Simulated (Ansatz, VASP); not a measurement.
## One calculation of Zn, two programs

```
Zn
1.0
     2.57097    0.00000    0.00000
    -1.28549    2.22653    0.00000
     0.00000    0.00000    4.73619
Zn
2
Direct
  0.33333 0.66667 0.25000
  0.66667 0.33333 0.75000
```

Alike in both runs: task single point; functional LDA; k mesh 14 × 14 × 7; occupations gaussian, width 0.6 eV; no spin polarisation.

```csv
,VASP,Ansatz
version,VASP 6.6.1,Ansatz 0.2.0
potentials or method,"VASP PAW LDA potentials, release 64 (Zn)","plane waves (420 eV) with PAW, scalar-relativistic"
plane-wave cutoff (eV),520,420
valence electrons in the cell,24,24
```

```tsv
	VASP	Ansatz	Ansatz less VASP
pressure (GPa)	1.0	0.3	-0.72
largest component of the traceless stress (GPa)	0.61	0.38	-0.223
```

Ansatz warned: «pseudo_functional_mismatch».
